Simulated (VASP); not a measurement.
# AlN (P6_3mc) in VASP: further runs

Runs on AlN. Level: PBEsol. Tasks: relaxation of cell and atoms.

All numbers are computed with VASP 6.6.1; they aren't measurements. Logs are shortened: lines on timing, memory, paths and dates and some standing lists are left out, and cuts for length are marked.

**1. The structure**

It takes space group P6_3mc (No. 186, hexagonal). The conventional cell has a = 3.147 Å, b = 3.147 Å, c = 4.563 Å, α = 90.00°, β = 90.00°, γ = 120.00°. Around Al (site symmetry 3m) lie 4 N at 1.85 to 1.94 Å. Around N (site symmetry 3m) lie 4 Al at 1.85 to 1.94 Å.

The cell was built by a generator and needn't be a form met in nature.

**2. Relaxation of cell and atoms, PBEsol, target pressure 20 GPa, at which the enthalpy is minimised**

INCAR

```
PREC = Accurate
ENCUT = 600
EDIFF = 1E-6
ISMEAR = 0
SIGMA = 0.01
LREAL = False
LASPH = True
NELM = 60
ALGO = Normal
ISIF = 8
LWAVE = False
LCHARG = False
GGA = PS
IBRION = 2
NSW = 70
EDIFFG = -0.01
PSTRESS = 200.0
```

KPOINTS

```
regular mesh
0
Gamma
  9 9 7
```

POSCAR

```
AlN
1.0
    1.5733529416     -2.7250472948      0.0000000000
    1.5733529416      2.7250472948      0.0000000000
    0.0000000000      0.0000000000      4.5627235306
Al N
2 2
Direct
    0.0000000000      0.0000000000      0.0000000000
    0.6666666667      0.3333333333      0.5000000000
    0.0000000000      0.0000000000      0.4260000000
    0.6666666667      0.3333333333      0.9260000000
```

Potentials or basis: VASP PAW PBE potentials, release 64 (Al, N).

Started as:

```console
$ cat potpaw_PBE.64/Al/POTCAR potpaw_PBE.64/N/POTCAR > POTCAR
$ mpirun -np 1 vasp_std > vasp.out
```

OUTCAR:

```text
PREC = Accurate
   ENCUT = 600
   EDIFF = 1E-6
   ISMEAR = 0
   LREAL = False
   LASPH = True
   NELM = 60
   ISIF = 8
   GGA = PS
   IBRION = 2
   NSW = 70
   EDIFFG = -0.01
   PSTRESS = 200.0

 ion  position               nearest neighbor table
   1  0.000  0.000  0.000-   4 1.85   4 1.85   4 1.85   3 1.94   2 2.92   2 2.92   2 2.92   2 2.92
                             2 2.92   2 2.92
   2  0.667  0.333  0.500-   3 1.85   3 1.85   3 1.85   4 1.94   1 2.92   1 2.92   1 2.92   1 2.92
                             1 2.92   1 2.92
   3  0.000  0.000  0.426-   2 1.85   2 1.85   2 1.85   1 1.94
   4  0.667  0.333  0.926-   1 1.85   1 1.85   1 1.85   2 1.94

  LATTYP: Found a base centered orthorhombic cell.
 ALAT       =     3.1467058832
 B/A-ratio  =     1.7320000000
 C/A-ratio  =     1.4500000000

  Lattice vectors:

 A1 = (   1.5733529416,  -2.7250472948,   0.0000000000)
 A2 = (   1.5733529416,   2.7250472948,   0.0000000000)
 A3 = (   0.0000000000,   0.0000000000,   4.5627235306)

Analysis of symmetry for initial positions (statically):
=====================================================================
 Subroutine PRICEL returns:
 Original cell was already a primitive cell.

 Routine SETGRP: Setting up the symmetry group for a
 base centered orthorhombic supercell.

 Subroutine GETGRP returns: Found  4 space group operations
 (whereof  2 operations were pure point group operations)
 out of a pool of  8 trial point group operations.

The static configuration has the point symmetry C_1h.
 The point group associated with its full space group is C_2v.

Analysis of symmetry for dynamics (positions and initial velocities):
=====================================================================
 Subroutine PRICEL returns:
 Original cell was already a primitive cell.

 Routine SETGRP: Setting up the symmetry group for a
 base centered orthorhombic supercell.

 Subroutine GETGRP returns: Found  4 space group operations
 (whereof  2 operations were pure point group operations)
 out of a pool of  8 trial point group operations.

The dynamic configuration has the point symmetry C_1h.
 The point group associated with its full space group is C_2v.

 Subroutine INISYM returns: Found  4 space group operations
 (whereof  2 operations are pure point group operations),
 and found     1 'primitive' translations

----------------------------------------------------------------------------------------

                                     Primitive cell

  volume of cell :      39.1250

  direct lattice vectors                    reciprocal lattice vectors
     1.573352942 -2.725047295  0.000000000     0.317792650 -0.183483054  0.000000000
     1.573352942  2.725047295  0.000000000     0.317792650  0.183483054  0.000000000
     0.000000000  0.000000000  4.562723531     0.000000000  0.000000000  0.219167345

  length of vectors
     3.146636655  3.146636655  4.562723531     0.366958035  0.366958035  0.219167345

  position of ions in fractional coordinates (direct lattice)
     0.000000000  0.000000000  0.000000000
     0.666666667  0.333333333  0.500000000
     0.000000000  0.000000000  0.426000000
     0.666666667  0.333333333  0.926000000

  ion indices of the primitive-cell ions
   primitive index   ion index
                 1           1
                 2           2
                 3           3
                 4           4

----------------------------------------------------------------------------------------

 KPOINTS: regular mesh

Automatic generation of k-mesh.
 Grid dimensions read from file:
 generate k-points for:    9    9    7

 Generating k-lattice:

  Cartesian coordinates                     Fractional coordinates (reciprocal lattice)
     0.035310294 -0.020387006  0.000000000     0.111111111 -0.000000000  0.000000000
     0.035310294  0.020387006  0.000000000    -0.000000000  0.111111111  0.000000000
     0.000000000  0.000000000  0.031309621     0.000000000  0.000000000  0.142857143

  Length of vectors
     0.040773115  0.040773115  0.031309621

  Shift w.r.t. Gamma in fractional coordinates (k-lattice)
     0.000000000  0.000000000  0.000000000

 Subroutine IBZKPT returns following result:
 ===========================================

 Found    100 irreducible k-points:

 Following reciprocal coordinates:
            Coordinates               Weight
  0.000000  0.000000  0.000000      1.000000
  0.111111  0.000000  0.000000      4.000000
  0.222222 -0.000000  0.000000      4.000000
  0.333333  0.000000  0.000000      4.000000
  0.444444 -0.000000  0.000000      4.000000
  0.111111  0.111111  0.000000      2.000000
[... 16 lines left out ...]
 -0.333333  0.333333  0.000000      2.000000
  0.444444  0.444444  0.000000      2.000000
 [... further k-points ...]
   k-points           NKPTS =    100   k-points in BZ     NKDIM =    100   number of bands    NBANDS=     12
   number of dos      NEDOS =    301   number of ions     NIONS =      4
   total plane-waves  NPLWV =  28224
   dimension x,y,z NGX =    28 NGY =   28 NGZ =   36
   dimension x,y,z NGXF=    56 NGYF=   56 NGZF=   72
   ions per type =               2   2
   NGX,Y,Z   is equivalent  to a cutoff of  14.79, 14.79, 13.12 a.u.
   NGXF,Y,Z  is equivalent  to a cutoff of  29.59, 29.59, 26.23 a.u.
 SYSTEM =  unknown system
   PREC   = accura    normal or accurate (medium, high low for compatibility)
   ISTART =      0    job   : 0-new  1-cont  2-samecut
   ICHARG =      2    charge: 1-file 2-atom 10-const
   ISPIN  =      1    spin polarized calculation?
   LNONCOLLINEAR =      F non collinear calculations
   LSORBIT =      F    spin-orbit coupling
   LASPH  =      T    aspherical Exc in radial PAW
   ENCUT  =  600.0 eV  44.10 Ry    6.64 a.u.   6.28  6.28  9.11*2*pi/ulx,y,z
   NELM   =     60;   NELMIN=  2; NELMDL= -5     # of ELM steps
   EDIFF  = 0.1E-05   stopping-criterion for ELM
   LREAL  =      F    real-space projection
   EDIFFG = -.1E-01   stopping-criterion for IOM
   NSW    =     70    number of steps for IOM
   IBRION =      2    ionic relax: 0-MD 1-quasi-New 2-CG
   NFREE  =      1    steps in history (QN), initial steepest desc. (CG)
   ISIF   =      8    stress and relaxation
   ISYM   =      2    0-nonsym 1-usesym 2-fastsym
   POTIM  = 0.5000    time-step for ionic-motion
   TEBEG  =    0.0;   TEEND  =   0.0 temperature during run
   PSTRESS=  200.0 pullay stress
   NELECT =      16.0000    total number of electrons
   NUPDOWN=      -1.0000    fix difference up-down
   EMIN   =  10.00;   EMAX   =-10.00  energy-range for DOS
   EFERMI =   0.00;   METHOD = LEGACY
   ISMEAR =     0;   SIGMA  =   0.01  broadening in eV -4-tet -1-fermi 0-gaus
   EFERMI_NEDOS =   21; number of points for ismear=-14 and -15
   IALGO  =     38    algorithm
   IMIX   =      4    mixing-type and parameters
     AMIX     =   0.40;   BMIX     =  1.00
     AMIX_MAG =   1.60;   BMIX_MAG =  1.00
  volume/ion in A,a.u.               =       9.78        66.01
  Fermi-wavevector in a.u.,A,eV,Ry     =   1.215150  2.296301 20.090234  1.476591
  Thomas-Fermi vector in A             =   2.350547
   LORBIT       =      0    0 simple, 1 ext, 2 COOP (PROOUT), +10 PAW based schemes
   GGA     = PS    functional components
   LHFCALC =     F    Hartree Fock is set to
   AEXX    =    0.0000 exact exchange contribution
   IVDW    =     0    specifies the selected vdW correction
   LEPSILON=     F    determine dielectric tensor
   LRPA    =     F    only Hartree local field effects (RPA)
 conjugate gradient relaxation of ions
 non-spin polarized calculation
 Gauss-broadening in eV      SIGMA  =   0.01
  energy-cutoff  :      600.00
  volume of cell :       39.13
 maximum number of plane-waves:      1332
 NGX is ok and might be reduce to    28
   NGX = 13   NGY = 13   NGZ = 19

--------------------------------------- Ionic step        1  -------------------------------------------

 number of electron      15.9999999 magnetization

 Free energy of the ion-electron system (eV)
  ---------------------------------------------------
  ext. energy  EPLUGINS =         0.00000000
  ---------------------------------------------------
  free energy    TOTEN  =       -31.01620321 eV

  energy without entropy =      -31.01620321  energy(sigma->0) =      -31.01620321

------------------------ aborting loop because EDIFF is reached ----------------------------------------

  FORCE on cell =-STRESS in cart. coord.  units (eV):
  Direction    XX          YY          ZZ          XY          YZ          ZX
  --------------------------------------------------------------------------------------
  -------------------------------------------------------------------------------------
  Total        2.6635079      2.6665039      2.4482750      0.0000000      0.0000000      0.0000000
  in kB      109.0712324    109.1939211    100.2573993      0.0000000      0.0000000      0.0000000
  external PRESSURE =     -93.8258157 kB  Pullay stress =     200.0000000 kB
[... 225 lines left out ...]
  enthalpy is  TOTEN    =       -26.2104941295 eV   P V=        4.7442316985

--------------------------------------- Ionic step        7  -------------------------------------------

 number of electron      16.0000001 magnetization

 Free energy of the ion-electron system (eV)
  ---------------------------------------------------
  ext. energy  EPLUGINS =         0.00000000
  ---------------------------------------------------
  free energy    TOTEN  =       -30.94304086 eV

  energy without entropy =      -30.94304086  energy(sigma->0) =      -30.94304086

 E-fermi :   7.8707     XC(G=0): -11.5442

 val. band max:        7.8191326138   @ k =   0.0000   0.0000   0.0000
 cond. band min:      12.0366324237   @ k =   0.0000   0.0000   0.0000
 fundamental gap:      4.2174998099
 Fermi energy:         7.8706950475

 k-point     1 :       0.0000    0.0000    0.0000
  band No.  band energies     occupation
      1      -8.7383      2.00000
      2      -5.7086      2.00000
      3       0.8941      2.00000
      4       5.5751      2.00000
      5       5.5754      2.00000
      6       6.6079      2.00000
      7       6.6081      2.00000
      8       7.8191      2.00000
      9      12.0366      0.00000
     10      13.7312      0.00000
     11      17.8272      0.00000
     12      17.8279      0.00000
[... 331 lines left out ...]
 k-point    24 :       0.4444    0.4444    0.0000
  band No.  band energies     occupation
      1      -6.5072      2.00000
      2      -5.6293      2.00000
      3       1.3617      2.00000
      4       3.1074      2.00000
      5       3.6145      2.00000
      6       3.9433      2.00000
      7       5.2692      2.00000
      8       6.0061      2.00000
      9      13.3229      0.00000
     10      13.6073      0.00000
     11      16.1020      0.00000
     12      17.8569      0.00000

 [... further k-points ...]

------------------------ aborting loop because EDIFF is reached ----------------------------------------

  FORCE on cell =-STRESS in cart. coord.  units (eV):
  Direction    XX          YY          ZZ          XY          YZ          ZX
  --------------------------------------------------------------------------------------
  -------------------------------------------------------------------------------------
  Total        3.9045554      3.9058578      6.3951491      0.0000000      0.0000000      0.0000000
  in kB      165.0168795    165.0719211    270.2759837      0.0000000      0.0000000      0.0000000
  external PRESSURE =       0.1215948 kB  Pullay stress =     200.0000000 kB
[... 19 lines left out ...]
  FREE ENERGIE OF THE ION-ELECTRON SYSTEM (eV)
  ---------------------------------------------------
  free  energy   TOTEN  =       -30.9430408585 eV

  energy  without entropy=      -30.9430408585  energy(sigma->0) =      -30.94304086

  enthalpy is  TOTEN    =       -26.2107305277 eV   P V=        4.7323103308

 reached required accuracy - stopping structural energy minimisation
```

Run time: 3.3 min. Hardware: 1 thread of Intel Xeon Platinum 8375C at 2.90GHz (Ice Lake), shared host; peak memory 0.21 GiB.

What came out:

```
Free energy                                            : -30.9430 eV
Relaxed volume                                         : 9.48 Å³/atom
Relaxed cell                                           : a = 3.114 Å, b = 3.114 Å, c = 4.515 Å, α = 90.00°, β = 90.00°, γ = 120.00°
Space group after relaxing (to 0.05 Å)                 : P6_3mc (No. 186)
Energy change on relaxing (the enthalpy is what falls) : +18.3 meV/atom
Ionic steps                                            : 7
Pressure after relaxing                                : 20.0 GPa
Band gap on the k mesh                                 : 4.22 eV, direct
```

Forces in eV/Å, atoms in the order of the input:
```
Al   0.000  0.000  0.002
Al   0.000  0.000  0.002
N    0.000  0.000 -0.002
N    0.000  0.000 -0.002
```

Stress tensor (GPa, compression positive):
```
16.50  0.00  0.00
 0.00 16.51  0.00
 0.00  0.00 27.03
```

Step by step:
| step | energy change (eV) | largest force (eV/Å) | pressure (GPa) | volume (Å³) |
| --- | --- | --- | --- | --- |
| 1 | 0.0000 | 0.5874 | 10.62 | 39.12 |
| 2 | 0.4077 | 0.0701 | 35.98 | 35.97 |
| 3 | 0.1301 | 0.3435 | 21.79 | 37.57 |
| 4 | 0.0853 | 0.0145 | 20.67 | 37.81 |
| 5 | 0.0831 | 0.0130 | 20.60 | 37.83 |
| 6 | 0.0615 | 0.0204 | 19.28 | 38.01 |
| 7 | 0.0732 | 0.0021 | 20.01 | 37.91 |

Final structure:
```yaml
crystal:
  lattice:
    - [1.55689, -2.69654, 0.00000]
    - [1.55689, 2.69654, 0.00000]
    - [0.00000, 0.00000, 4.51500]
  atoms:
    - { symbol: Al, position: [0.00000, 0.00000, 0.00696] }
    - { symbol: Al, position: [0.66666, 0.33334, 0.50696] }
    - { symbol: N, position: [0.00000, 0.00000, 0.41904] }
    - { symbol: N, position: [0.66666, 0.33334, 0.91904] }
```

Caveat: the cell is relaxed towards a set pressure, so the enthalpy falls and the energy may rise; the PAW data sets were made with another functional, which shifts forces and pressure a little; an odd mesh through Γ misses points on the zone boundary, where band edges often lie.

**3. Relaxation of cell and atoms, PBEsol, target pressure 20 GPa, at which the enthalpy is minimised**

This run uses another cell than the first one, of 8.91 Å³/atom, 0.911 times its volume.

INCAR

```
SYSTEM = AlN
ALGO = Normal
EDIFF = 1E-7
EDIFFG = -0.01
ENCUT = 600
GGA = PS
IBRION = 2
ISIF = 8
ISMEAR = 0
LASPH = .True.
LCHARG = .False.
LREAL = .False.
LWAVE = .False.
NELM = 60
NSW = 70
PREC = Accurate
PSTRESS = 200.0
SIGMA = 0.01
```

KPOINTS

```
k-points
0
Gamma
  9 9 7
  0 0 0
```

POSCAR

```
AlN
1.0
    1.8313680216     -1.8313680216      0.0000000000
    1.8313680216      1.8313680216      0.0000000000
    0.0000000000      0.0000000000      5.3109672626
Al N
2 2
Direct
    0.0000000000      0.0000000000      0.0000000000
    0.5066666667      0.4933333333      0.5000000000
    0.0000000000      0.0000000000      0.4260000000
    0.5066666667      0.4933333333      0.9260000000
```

Potentials or basis: VASP PAW PBE potentials, release 64 (Al, N).

Started as:

```console
$ cat potpaw_PBE.64/Al/POTCAR potpaw_PBE.64/N/POTCAR > POTCAR
$ mpirun -np 1 vasp_std > vasp.out
```

Run time: 3.8 min. Hardware: 1 thread of Intel Xeon Platinum 8375C at 2.90GHz (Ice Lake), shared host; peak memory 0.2 GiB.

The run converged. Its results:

| Quantity | Value |
| --- | --- |
| Free energy | -29.4189 eV |
| Relaxed volume | 8.85 Å³/atom |
| Relaxed cell | a = 2.584 Å, b = 2.584 Å, c = 5.299 Å, α = 90.00°, β = 90.00°, γ = 90.00° |
| Space group after relaxing (to 0.05 Å) | I4mm (No. 107) |
| Energy change on relaxing (the enthalpy is what falls) | -14.1 meV/atom |
| Ionic steps | 9 |
| Pressure after relaxing | 20.1 GPa |
| Band gap on the k mesh | 3.09 eV |

Stress tensor (GPa, compression positive):
```
 46.38   0.00   0.00
  0.00  46.38   0.00
  0.00   0.00 -32.57
```

Step by step:
```tsv
step	energy change (eV)	largest force (eV/Å)	pressure (GPa)	volume (Å³)
1	0.0000	0.6646	23.05	35.62
2	-0.1356	0.4711	14.57	36.51
3	-0.1066	0.3459	17.12	36.22
4	-0.0765	0.3414	19.47	35.74
5	-0.0169	0.3456	22.66	35.16
6	-0.0551	0.1670	19.02	35.42
7	-0.0455	0.1052	20.39	35.32
8	-0.0540	0.0234	20.13	35.38
9	-0.0563	0.0009	20.06	35.39
```

Final structure:
```yaml
crystal:
  lattice:
    - [1.82740, -1.82740, 0.00000]
    - [1.82740, 1.82740, 0.00000]
    - [0.00000, 0.00000, 5.29946]
  atoms:
    - { symbol: Al, position: [0.00332, 0.99668, 0.01359] }
    - { symbol: Al, position: [0.50334, 0.49666, 0.51359] }
    - { symbol: N, position: [0.00334, 0.99666, 0.41241] }
    - { symbol: N, position: [0.50333, 0.49667, 0.91241] }
```

Levels at points of the mesh, in eV from the valence-band top:
| k point | band 6 | band 7 | band 8 | band 9 | band 10 | band 11 |
| --- | --- | --- | --- | --- | --- | --- |
| (0.00, 0.00, 0.00) | -1.02 | -0.32 | -0.32 | 3.09 | 7.37 | 7.57 |

Caveat: the cell is relaxed towards a set pressure, so the enthalpy falls and the energy may rise; the PAW data sets were made with another functional, which shifts forces and pressure a little; an odd mesh through Γ misses points on the zone boundary, where band edges often lie. Expect the measured gap to be larger: semilocal functionals such as PBEsol lack the derivative discontinuity.
